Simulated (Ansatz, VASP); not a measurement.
# C in VASP and in Ansatz

```
C
1.0
     2.46506    0.00000    0.00000
    -1.23253    2.13480    0.00000
     0.00000    0.00000    6.72097
C
4
Direct
  0.00000 0.00000 0.00000
  0.33333 0.66667 0.00000
  0.00000 0.00000 0.50000
  0.66667 0.33333 0.50000
```

Alike in both runs: functional PBE; dispersion D3(BJ); k mesh 12 × 12 × 4; occupations gaussian, width 0.05 eV; no spin polarisation.

Ansatz relaxed the structure, and its values are those at the end. VASP's run is a single point on that final structure, the one shown.

```csv
,VASP,Ansatz
version,VASP 6.6.1,Ansatz 0.2.0
potentials or method,"VASP PAW PBE potentials, release 64 (C)","scalar-relativistic, plane waves, PAW"
plane-wave cutoff (eV),520,420
valence electrons in the cell,16,16
```

```csv
,VASP,Ansatz,Ansatz less VASP
gap on the k mesh at the Fermi level (eV),none,none,-
pressure (GPa),0.5,0.0,-0.46
dispersion energy (meV/atom),-156.0,-156.1,-0.03
```

A gap of «none» marks a metal or a gap that the smearing closes.
